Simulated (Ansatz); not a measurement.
## InSe: pressure against volume, fitted

```yaml
crystal:
  lattice:
    - [2.00000, 1.15470, 8.31667]
    - [-2.00000, 1.15470, 8.31667]
    - [0.00000, -2.30940, 8.31667]
  atoms:
    - { symbol: In, position: [0.00000, 0.00000, 0.00000] }
    - { symbol: In, position: [0.11220, 0.11220, 0.11220] }
    - { symbol: Se, position: [0.61550, 0.61550, 0.61550] }
    - { symbol: Se, position: [0.83000, 0.83000, 0.83000] }
```

Atom numbers follow the list: In1, In2, Se3, Se4.

Conventional cell: a = 4.000 Å, b = 4.000 Å, c = 24.950 Å, α = 90.00°, β = 90.00°, γ = 120.00°. In (atom 1) is surrounded by 3 Se at 2.64 Å and 1 In at 2.80 Å. In (atom 2) has 3 Se at 2.64 Å and 1 In at 2.80 Å as nearest neighbours. Around Se (atom 3) lie 3 In at 2.64 Å. Se (atom 4) has 3 In at 2.64 Å as nearest neighbours.

The cell is COD entry 1534648, which may be a prediction rather than a measurement; nothing was relaxed.

Spin–orbit coupling is left out, though it moves levels of the heavy atoms by tenths of an eV or more.

These are results of DFT, PBE, all-electron LAPW, scalar-relativistic in Ansatz 0.2.0, not measurements.

Numerical set-up: a Γ-centred 7×7×7 k mesh, Fermi–Dirac smearing of 0.01 eV, basis error target 1 meV/atom, no spin polarisation.

The cell is scaled evenly. Fractional coordinates are held (clamped ions).

```json
{"V (Å³/atom)": "27.657", "P (GPa)": "5.48"}
{"V (Å³/atom)": "28.234", "P (GPa)": "4.13"}
{"V (Å³/atom)": "28.522", "P (GPa)": "3.50"}
{"V (Å³/atom)": "28.810", "P (GPa)": "2.91"}
{"V (Å³/atom)": "29.098", "P (GPa)": "2.35"}
{"V (Å³/atom)": "29.386", "P (GPa)": "1.82"}
{"V (Å³/atom)": "29.962", "P (GPa)": "0.84"}
{"V (Å³/atom)": "30.538", "P (GPa)": "-0.04"}
```

(1) Fit a third-order Birch–Murnaghan curve to the pressures.

(2) Predict the pressure at the withheld volume, 27.081 Å³/atom.

## Answers

(1) P = (3B0/2)(y^(7/2) − y^(5/2))[1 + (3/4)(B0′ − 4)(y − 1)] with y = (V0/V)^(2/3) fits within 0.01 GPa for V0 = 30.511 Å³/atom, B0 = 44.4 GPa and B0′ = 4.65.

(2) There y = 1.0827, so the fit gives 6.99 GPa; the run gave 7.00 GPa.
